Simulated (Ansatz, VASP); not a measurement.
SnO2 (Cassiterite) in VASP and in Ansatz

```
CELL_PARAMETERS angstrom
4.81876 0.00000 0.00000
0.00000 4.81876 0.00000
0.00000 0.00000 3.21685
ATOMIC_POSITIONS crystal
Sn 0.00000 0.00000 0.00000
Sn 0.50000 0.50000 0.50000
O 0.30655 0.30655 0.00000
O 0.19345 0.80655 0.50000
O 0.69345 0.69345 0.00000
O 0.80655 0.19345 0.50000
```

Alike in both runs: functional r2SCAN; k mesh 6 × 6 × 8; occupations gaussian, width 0.02 eV; no spin polarisation.

Ansatz relaxed the structure, and its values are those at the end. VASP's run is a single point on that final structure, the one shown.

|  | VASP | Ansatz |
| --- | --- | --- |
| version | VASP 6.6.1 | Ansatz 0.2.0 |
| potentials or method | VASP PAW PBE potentials, release 64 (Sn_d, O) | scalar-relativistic, plane waves, PAW |
| plane-wave cutoff (eV) | 520 | 500 |
| valence electrons in the cell | 52 | 52 |

Ansatz gave:

```
gap on the k mesh at the Fermi level (eV) : 1.46
least direct gap on the mesh (eV)         : 1.46
pressure (GPa)                            : -5.6
rms of the force components (eV/Å)        : 0.000
```

Task: Which values does VASP return?

Result: gap on the k mesh at the Fermi level (eV): 1.48; least direct gap on the mesh (eV): 1.48; pressure (GPa): -4.6; rms of the force components (eV/Å): 0.015.

Caveats: the PAW data sets were made with another functional, which shifts forces and pressure a little (VASP); spin-orbit coupling is left out, which moves the levels of the heavy elements. r2SCAN opens gaps a little over a GGA but as a rule still falls short of measured ones.
